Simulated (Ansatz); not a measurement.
ZrO₂:
```
ZrO2
1.0
    3.58448     0.00000     0.00000
    0.00000     3.58448     0.00000
    0.00000     0.00000     5.17724
Zr O
2 4
Direct
  0.00000   0.00000   0.00000
  0.50000   0.50000   0.50000
  0.00000   0.50000   0.20147
  0.00000   0.50000   0.70147
  0.50000   0.00000   0.29853
  0.50000   0.00000   0.79853
```

Relaxed with PBEsol. Special points in fractions of this cell's reciprocal vectors: Γ (0.000, 0.000, 0.000); X (0.000, 0.500, 0.000); M (0.500, 0.500, 0.000); Z (0.000, 0.000, 0.500); R (0.000, 0.500, 0.500); A (0.500, 0.500, 0.500).

Problem. List the band energies nearest the valence-band maximum at these points for DFT-PBEsol in the program Ansatz with PAW potentials.

Solution. In eV from the valence-band maximum; about four levels below and three above (degenerate sets whole), none deeper than 8.9 eV; points with the same levels are listed once.

| k | below | above |
|---|---|---|
| Γ | -0.63 -0.13 -0.12 -0.12 | 4.00 4.50 5.18 |
| X | -1.46 -1.46 -0.12 -0.12 | 4.42 4.42 5.40 5.40 |
| M | -0.88 -0.88 -0.34 -0.34 | 5.15 5.15 5.35 5.35 |
| Z | -0.50 -0.50 -0.03 -0.03 | 4.58 4.58 5.17 5.17 |
| R | -1.30 -1.30 -0.91 -0.91 | 4.54 4.54 4.82 4.82 |
| A | -1.42 -1.42 -0.04 -0.04 | 5.19 5.19 5.61 5.61 |

Space group P4_2/nmc. This is a known high-temperature phase of the composition, computed here at zero pressure and temperature. The PBEsol relaxation kept the symmetry of its start; its stability against distortions is not shown here. The run is not spin-polarised. Spin–orbit coupling is left out wherever it is not named.

Potentials: the later of the program's two PAW sets.
